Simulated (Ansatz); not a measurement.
Wanted: the native input for an Ansatz 0.2.0 run.

```
Task                : relaxation of cell and atoms
Functional          : r2SCAN
Dispersion          : D3(BJ)
Potentials or basis : Ansatz PAW
Cutoff              : 500 eV (not typed: the program's choice for these potentials)
k mesh              : 8 × 8 × 6
Occupations         : fermi-dirac, width 0.05 eV
Spin                : no spin polarisation
```

P:

```
P
1.0
     1.64774   -5.46504    0.00000
     1.64774    5.46504    0.00000
     0.00000    0.00000    4.54364
P
4
Direct
  0.90414 0.09586 0.58882
  0.09586 0.90414 0.41118
  0.59586 0.40414 0.08882
  0.40414 0.59586 0.91118
```

The input as run:

input.yaml

```yaml
crystal:
  lattice:
    - [1.6477431241, -5.4650377251, 0.0]
    - [1.6477431241, 5.4650377251, 0.0]
    - [0.0, 0.0, 4.54363559]
  atoms:
    - { symbol: P, position: [0.90414313, 0.09585687, 0.58881517] }
    - { symbol: P, position: [0.09585687, 0.90414313, 0.41118483] }
    - { symbol: P, position: [0.59585687, 0.40414313, 0.08881517] }
    - { symbol: P, position: [0.40414313, 0.59585687, 0.91118483] }
hamiltonian:
  xc: r2scan
  pseudopotentials: { kind: paw }
  dispersion: d3bj
kpoints:
  mp_grid: { grid: [8, 8, 6] }
scf:
  occupations: { method: fermi_dirac, width: 0.05 }
output:
  forces: true
  stress: true
relax:
  f_tol: 0.01
  max_steps: 40
  cell: { stress_tol: 0.05 }
```

Potentials or basis: Ansatz PAW.

The run is started by

```sh
$ ansatz run input.yaml --threads 2 --pin off --max-ram 5120MiB --backend cpu --events-out ev --progress --plain --runs-dir out
```

Results of the run:

| Property | Result |
| --- | --- |
| Relaxed volume | 19.41 Å³/atom |
| Relaxed cell | a = 5.555 Å, b = 5.555 Å, c = 4.438 Å, α = 90.00°, β = 90.00°, γ = 145.47° |
| Space group after relaxing (to 0.05 Å) | Cmce (No. 64) |
| Energy gained by relaxing | 4.1 meV/atom |
| Ionic steps | 7 |
| Pressure after relaxing | 0.0 GPa |

Caveat: the plane-wave basis is chosen anew once the cell has moved, so the energies of steps on either side of that aren't comparable; the PAW data sets come from PBE, with cores solved anew for the run's functional, which leaves a small shift of forces and pressure; the dispersion damping was fitted for another functional or another form of the correction.

It took 110 s on 2 threads of Intel(R) Xeon(R) Processor @ 2.50GHz (Skylake/Cascade Lake), on a shared host, peak memory 0.8 GiB.
